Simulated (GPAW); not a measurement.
AlN in GPAW: convergence with basis set

The system is AlN.

```
Al N
1.0
     0.00000    2.03452    2.03452
     2.03452    0.00000    2.03452
     2.03452    2.03452    0.00000
Al N
1 1
Direct
  0.50000 0.50000 0.50000
  0.00000 0.00000 0.00000
```

Measurements of this composition are mostly on another form, of space group No. 186.

| Property | Result |
| --- | --- |
| Program | GPAW 26.7.0 |
| Task | convergence study |
| Functional | PBE |
| Potentials or basis | GPAW PAW data sets (gpaw-data 1.2.1) |
| Basis | lcao:sz(dzp) |
| Grid spacing | 0.16 Å |
| k mesh | 11 × 11 × 11 |
| Occupations | fermi-dirac, width 0.05 eV |
| Spin | no spin polarisation |

These are the settings of the first run; the series varies basis set, with any setting tied to it.

Hardware: 1 thread of Arm Neoverse V1, on a shared host.

Task: The values tried are lcao:sz(dzp), lcao:szp(dzp), lcao:dz(dzp), lcao:dzp, fd, pw, loosest first. From which on does the gap on the mesh stay within 0.01 eV of the tightest run that finished?

Result: From fd on.

```
    basis set  energy less the tightest run, at zero smearing (meV/atom)  gap on the mesh (eV)  SCF cycles  CPU time (s)  peak memory (GiB)
 lcao:sz(dzp)                                                    1133.07                 3.860           8            89               0.15
lcao:szp(dzp)                                                     307.08                 4.346           8           360               0.17
 lcao:dz(dzp)                                                     368.95                 4.529           8           130               0.16
     lcao:dzp                                                     255.73                 4.482           8           440               0.18
           fd                                                     -18.30                 4.559          10            25               0.22
           pw                                                       0.00                 4.560           9           9.8               0.14
```

Not settled before the last step: the energy (to 1 meV/atom). The tightest run that finished is the yardstick and may itself not be fully converged.

Caveat, for the tightest run too: an odd mesh through Γ misses points on the zone boundary, where band edges often lie.
